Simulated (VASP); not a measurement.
A run of VASP 6.6.1:

Contents of INCAR:

```
PREC = Accurate
ENCUT = 600
EDIFF = 1E-7
ISMEAR = 0
SIGMA = 0.02
LREAL = F
LASPH = T
NELM = 60
ALGO = Fast
ISIF = 3
LWAVE = F
LCHARG = F
GGA = PE
IBRION = 2
NSW = 90
EDIFFG = -0.005
```

The input KPOINTS:

```
Automatic mesh
0
Gamma
  8 8 8
```

POSCAR

```
Li2O
1.0
    0.0000000000      2.3135000000      2.3135000000
    2.3135000000      0.0000000000      2.3135000000
    2.3135000000      2.3135000000      0.0000000000
Li O
2 1
Direct
    0.2500000000      0.2500000000      0.2500000000
    0.7500000000      0.7500000000      0.7500000000
    0.0000000000      0.0000000000      0.0000000000
```

Potentials or basis: VASP PAW PBE potentials, release 64 (Li_sv, O).

Command:

```console
$ cat potpaw_PBE.64/Li_sv/POTCAR potpaw_PBE.64/O/POTCAR > POTCAR
$ mpirun -np 1 vasp_std > vasp.out
```

Hardware: 1 thread of Intel(R) Xeon(R) Platinum 8375C CPU @ 2.90GHz (Ice Lake) (shared host).

Problem. Estimate the wall time of this run.

Solution. Wall time 58 s on 1 thread of Intel(R) Xeon(R) Platinum 8375C CPU @ 2.90GHz (Ice Lake) (shared host), peak memory 0.15 GiB. Counts: scf iterations 48, k points 29, ion steps 4.
